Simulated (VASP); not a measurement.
# Dy (Im-3m) in VASP: further runs, part 2 of 2

VASP 6.6.1. Earlier steps stand in the parts before.

**3. Single point, PBE, collinear spin, ferromagnetic start**

Contents of INCAR:

```
SYSTEM = Dy
  ADDGRID = .False.
  ALGO = Normal
  EDIFF = 1E-6
  ENCUT = 600
  GGA = PE
  ISIF = 2
  ISMEAR = 0
  ISPIN = 2
  LASPH = .True.
  LCHARG = .False.
  LMAXMIX = 6
  LORBIT = 11
  LREAL = .False.
  LWAVE = .False.
  MAGMOM = 5
  NELM = 100
  PREC = Accurate
  SIGMA = 0.2
```

Contents of KPOINTS:

```
k-points
0
Gamma
  14 14 14
  0 0 0
```

Contents of POSCAR:

```
Dy
1.0
   -2.0003821482      2.0003821482      2.0003821482
    2.0003821482     -2.0003821482      2.0003821482
    2.0003821482      2.0003821482     -2.0003821482
Dy
1
Direct
    0.0000000000      0.0000000000      0.0000000000
```

Potentials or basis: VASP PAW PBE potentials, release 64 (Dy).

Command:

```console
> cat potpaw_PBE.64/Dy/POTCAR > POTCAR
> mpirun -np 1 vasp_std > vasp.out
```

OUTCAR:

```text
SYSTEM = Dy
   EDIFF = 1E-6
   ENCUT = 600
   GGA = PE
   ISIF = 2
   ISMEAR = 0
   ISPIN = 2
   LASPH = .True.
   LORBIT = 11
   LREAL = .False.
   NELM = 100
   PREC = Accurate

 Found    104 irreducible k-points:

 Following reciprocal coordinates:
            Coordinates               Weight
  0.000000  0.000000  0.000000      1.000000
  0.071429  0.000000  0.000000     12.000000
  0.142857  0.000000  0.000000     12.000000
  0.214286  0.000000  0.000000     12.000000
  0.285714  0.000000  0.000000     12.000000
  0.357143  0.000000  0.000000     12.000000
   k-points           NKPTS =    104   k-points in BZ     NKDIM =    104   number of bands    NBANDS=     17
   number of dos      NEDOS =    301   number of ions     NIONS =      1
   total plane-waves  NPLWV =  21952
[... 325 lines left out ...]
  Total        0.3590534      0.3590534      0.3590534      0.0000000      0.0000000      0.0000000
  in kB       17.9668007     17.9668007     17.9668007      0.0000000      0.0000000      0.0000000
  external PRESSURE =      17.9668007 kB  Pullay stress =       0.0000000 kB

 VOLUME and BASIS-vectors are now :
 -----------------------------------------------------------------------------
  energy-cutoff  :      600.00
  volume of cell :       32.02
      direct lattice vectors                 reciprocal lattice vectors
    -2.000382148  2.000382148  2.000382148     0.000000000  0.249952241  0.249952241
     2.000382148 -2.000382148  2.000382148     0.249952241  0.000000000  0.249952241
     2.000382148  2.000382148 -2.000382148     0.249952241  0.249952241  0.000000000

 POSITION                                       TOTAL-FORCE (eV/Angst)
 -----------------------------------------------------------------------------------
      0.00000      0.00000      0.00000        -0.000000      0.000000      0.000000
 -----------------------------------------------------------------------------------
    total drift:                               -0.000000     -0.000000     -0.000000

  FREE ENERGIE OF THE ION-ELECTRON SYSTEM (eV)
  ---------------------------------------------------
  free  energy   TOTEN  =        -7.9655196641 eV

  energy  without entropy=       -7.8796112682  energy(sigma->0) =       -7.92256547

 total charge

# of ion       s       p       d       f       tot
--------------------------------------------------
    1        2.164   5.815   0.483   9.327  17.788

 magnetization (x)

# of ion       s       p       d       f       tot
--------------------------------------------------
    1        0.008  -0.058   0.030   4.506   4.485
```

stdout:

```text
POSCAR found type information on POSCAR Dy
 POSCAR found :  1 types and       1 ions
 scaLAPACK will be used
 LDA part: xc-table for (Slater+PW92), standard interpolation
 POSCAR, INCAR and KPOINTS ok, starting setup
 FFT: planning ... GRIDC
 FFT: planning ... GRID_SOFT
 FFT: planning ... GRID
 WAVECAR not read
 entering main loop
```

Wall time 3.4 min (1 thread of Intel Xeon Platinum 8488C (Sapphire Rapids), shared host); peak memory 0.28 GiB.

These settings aren't checked as converged: the numbers below hold their error.

What came out:

```yaml
Free_energy: -7.9655 eV
Pressure: 1.8 GPa
Band_gap_on_the_k_mesh: none (metal or under the smearing width)
Net_moment: 4.57 μB per cell
Site_moments: Dy +4.49 μB
Valence_electrons_inside_the_program's_atomic_spheres: Dy 17.79
```

Caveat: the magnetic or orbital state may not be the lowest; spin-orbit coupling is left out, which moves the levels of the heavy elements.

**4. Single point, PBE, collinear spin, ferromagnetic start**

Changes to INCAR since step 3:

```diff
@@ -18,2 +18,2 @@
   PREC = Accurate
-  SIGMA = 0.2
+  SIGMA = 0.1
```

KPOINTS is that of step 3.

POSCAR is that of step 3.

Command:

```console
> cat potpaw_PBE.64/Dy/POTCAR > POTCAR
> mpirun -np 1 vasp_std > vasp.out
```

Run time: 3.2 min. Hardware: 1 thread of Intel Xeon Platinum 8488C (Sapphire Rapids), shared host; peak memory 0.29 GiB.

The run converged, but some of its settings lie outside the range that counts as converged, so its numbers aren't taken as properties of the crystal.

Results:

```
Free energy                                           : -7.9313 eV
Pressure                                              : 1.7 GPa
Band gap on the k mesh                                : none (metal or under the smearing width)
Net moment                                            : 4.46 μB per cell
Site moments                                          : Dy +4.44 μB
Valence electrons inside the program's atomic spheres : Dy 17.79
```

Caveat: the magnetic or orbital state may not be the lowest; spin-orbit coupling is left out, which moves the levels of the heavy elements.

**5. Single point, PBE, collinear spin, ferromagnetic start**

Changes to INCAR since step 4:

```diff
@@ -4,3 +4,3 @@
   EDIFF = 1E-6
-  ENCUT = 600
+  ENCUT = 900
   GGA = PE
@@ -18,2 +18,2 @@
   PREC = Accurate
-  SIGMA = 0.1
+  SIGMA = 0.2
```

Contents of KPOINTS:

```
k-points
0
Gamma
  12 12 12
  0 0 0
```

POSCAR is that of step 4.

Command:

```console
> cat potpaw_PBE.64/Dy/POTCAR > POTCAR
> mpirun -np 1 vasp_std > vasp.out
```

Run time: 4.5 min. Hardware: 1 thread of Intel Xeon Platinum 8488C (Sapphire Rapids), shared host; peak memory 0.37 GiB.

The run converged, but some of its settings lie outside the range that counts as converged, so its numbers aren't taken as properties of the crystal.

What came out:

| Item | Value |
| --- | --- |
| Free energy | -7.9682 eV |
| Pressure | 1.7 GPa |
| Band gap on the k mesh | none (metal or under the smearing width) |
| Net moment | 4.57 μB per cell |
| Site moments | Dy +4.49 μB |
| Valence electrons inside the program's atomic spheres | Dy 17.79 |

Caveat: the magnetic or orbital state may not be the lowest; spin-orbit coupling is left out, which moves the levels of the heavy elements.

**6. Single point, PBE, collinear spin, ferromagnetic start**

Changes to INCAR since step 5:

```diff
@@ -4,3 +4,3 @@
   EDIFF = 1E-6
-  ENCUT = 900
+  ENCUT = 500
   GGA = PE
```

Contents of KPOINTS:

```
k-points
0
Gamma
  17 17 17
  0 0 0
```

POSCAR is that of step 5.

Potentials or basis: VASP PAW PBE potentials, release 64 (Dy).

Command:

```console
> cat potpaw_PBE.64/Dy/POTCAR > POTCAR
> mpirun -np 1 vasp_std > vasp.out
```

It took 4.9 min on 1 thread of Intel Xeon Platinum 8488C (Sapphire Rapids), shared host; peak memory 0.31 GiB.

These settings aren't checked as converged: the numbers below hold their error.

What came out:

* Free energy: -7.9641 eV
* Pressure: 1.7 GPa
* Band gap on the k mesh: none (metal or under the smearing width)
* Net moment: 4.56 μB per cell
* Site moments: Dy +4.49 μB
* Valence electrons inside the program's atomic spheres: Dy 17.79

Caveat: the magnetic or orbital state may not be the lowest; spin-orbit coupling is left out, which moves the levels of the heavy elements.

**7. For comparison**

An earlier run on the cell as given: functional PBE; potentials or basis VASP PAW PBE potentials, release 64 (Dy); cutoff 520 eV; k mesh 9 × 9 × 9; occupations fermi-dirac, width 0.05 eV; collinear spin, ferromagnetic start; starting moments [5.0] μB.

* Pressure: 1.6 GPa
* Band gap on the k mesh: none (metal or under the smearing width)
* Net moment: 4.47 μB per cell
* Site moments: Dy +4.44 μB
* Valence electrons inside the program's atomic spheres: Dy 17.79
